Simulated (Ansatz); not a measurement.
## GaAs at several levels of theory

One geometry, relaxed with PBE, and single points on it; plane waves with PAW potentials in Ansatz, scalar-relativistic unless the row names spin-orbit coupling. No spin polarisation. Meshes are on the primitive cell of 2 atoms. Gaps are the least over mesh and band path; pressure is positive in compression. Smearing is Gaussian, 0.02 eV.

```xyz
2
Lattice="0.0000 2.8727 2.8727 2.8727 0.0000 2.8727 2.8727 2.8727 0.0000" Properties=species:S:1:pos:R:3 pbc="T T T"
Ga    0.0000    0.0000    0.0000
As    1.4363    1.4363    1.4363
```

```
level cutoff (eV) k mesh gap (eV) pressure (GPa) rough cost with bands (core-min)
  PBE          420  12×12×12      0.16             0.0                               0.7
```

Question: What do r2SCAN, PBE with spin-orbit coupling, LDA give on the same cell?

Answer:
```csv
level,cutoff (eV),k mesh,gap (eV),pressure (GPa),rough cost with bands (core-min)
r2SCAN,500,12×12×12,0.63,-2.7,1.1
PBE with spin-orbit coupling,420,12×12×12,0.05,0.0,0.9
LDA,420,12×12×12,0,-4.7,0.7
```

The smearing is narrow for a metal on this mesh.